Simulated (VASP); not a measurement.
A run of VASP 6.6.1:

File INCAR:

```
  PREC = Accurate
  ENCUT = 600
  EDIFF = 1E-7
  ISMEAR = -1
  SIGMA = 0.1
  LREAL = F
  LASPH = T
  NELM = 100
  ALGO = Fast
  ISIF = 3
  LWAVE = F
  LCHARG = F
  GGA = PS
  IBRION = 2
  NSW = 80
  EDIFFG = -0.02
```

KPOINTS

```
Automatic mesh
0
Gamma
  6 6 6
```

Contents of POSCAR:

```
Ag
1.0
    0.0000000000      2.8100000000      2.8100000000
    2.8100000000      0.0000000000      2.8100000000
    2.8100000000      2.8100000000      0.0000000000
Ag
2
Direct
    0.0000000000      0.0000000000      0.0000000000
    0.2500000000      0.2500000000      0.2500000000
```

Potentials or basis: VASP PAW PBE potentials, release 64 (Ag).

The run is started by

```console
$ cat potpaw_PBE.64/Ag/POTCAR > POTCAR
$ mpirun -np 1 vasp_std > vasp.out
```

Hardware: 1 thread of Intel(R) Xeon(R) 6975P-C (Granite Rapids), on a shared host.

Question: Estimate the wall time of this run.

Answer: Run time: 23 s on 1 thread of Intel(R) Xeon(R) 6975P-C (Granite Rapids), on a shared host, peak memory 0.18 GiB. Counts: scf iterations 53, k points 16, ion steps 4.
